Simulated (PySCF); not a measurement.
## ethylene glycol: calculation against experiment

**Measured values to compare with.**

NIST CCCBDB Release 22 (SRD 101), experimental polarizabilities lists, for the gas: mean polarisability 5.71 Å³.

The runs below try to reproduce these values; the comparison stands at the end.

Ethylene glycol, C2H6O2.
Atom-mapped SMILES: `[OH:1][CH2:2][CH2:3][OH:4]` (hydrogens: H5 on O1; H6, H7 on C2; H8, H9 on C3; H10 on O4)

Geometry (GFN2-xTB, Å), atoms numbered from 1 in this order:
```
atom  x, y, z in Å
O1     1.3129   -0.6853    0.1543
C2     0.5513    0.4855   -0.0725
C3    -0.8899    0.0493   -0.3421
O4    -1.4519   -0.5993    0.7664
H5     2.2249   -0.4402    0.3360
H6     0.5768    1.1363    0.8119
H7     0.9335    1.0406   -0.9392
H8    -1.5119    0.9240   -0.5424
H9    -0.9000   -0.6099   -1.2218
H10   -0.8368   -1.2965    1.0268
```

The PySCF runs (gas phase, on this GFN2-xTB geometry; no spin–orbit coupling):

```json
{"level": "PBE0/def2-SVPD", "job": "8 singlets by full TDDFT, 3 Tamm–Dancoff triplets, polarisability", "basis functions": "134", "wall time": "6.8 s"}
```

Hardware: x86-64 server, one thread, on a shared host.

Results beside the measurements:

**Mean polarisability.** Measured: 5.71 Å³ (NIST CCCBDB Release 22 (SRD 101), experimental polarizabilities).

```json
{"level": "PBE0/def2-SVPD", "computed (Å³)": "5.49", "computed − measured (Å³)": "-0.22", "% (from the printed values)": "-4"}
```

The computed values are static and purely electronic, with core orbitals frozen in the response (1 au = 0.148185 Å³). The table of measured values doesn't say here whether a value is static or optical, or holds a vibrational part. The measurement averages over conformers, the calculation has one.

No measured geometry was used, and the causes of the misses weren't examined.
